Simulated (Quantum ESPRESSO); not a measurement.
## Si2Ni under changes of volume

One of the cells (13.166 Å³/atom); the others are scaled copies at fixed shape and fractional positions:

```
Ni Si
1.0
     0.00000    2.70300    2.70300
     2.70300    0.00000    2.70300
     2.70300    2.70300    0.00000
Ni Si
1 2
Direct
  0.00000 0.00000 0.00000
  0.75000 0.75000 0.75000
  0.25000 0.25000 0.25000
```

- Program: Quantum ESPRESSO 7.5
- Functional: LDA
- Potentials or basis: GBRV 1.5 LDA
- Cutoff: 612 eV
- Density cutoff: 4898 eV
- k mesh: 9 × 9 × 9
- Occupations: fermi-dirac, width 0.05 eV
- Spin: collinear spin, ferromagnetic start
- Starting moments: [1.0, 0.0, 0.0] μB

```csv
volume (Å³/atom),energy over the lowest point (meV/atom),pressure (GPa)
12.376,8.35,6.0
12.639,1.27,2.3
12.902,0.00,-1.1
13.166,?,?
13.429,12.77,-6.9
13.692,25.96,-9.5
13.956,43.13,-11.8
```

Task: What does the run at 13.166 Å³/atom give?

Result: Energy over the lowest point 3.96 meV/atom; pressure -4.2 GPa.

Worked out: A Birch-Murnaghan fit of order 3 (a polynomial in V^(-2/3)) to the other rows has its minimum at 12.83 Å³/atom with B0 = V·E''(V) = 160 GPa and B' = 3.6. It gives 4.00 meV/atom at 13.166 Å³/atom, against the run's 3.96, and -dE/dV = -3.9 GPa, against -4.2.

Energies are extrapolated to zero smearing.
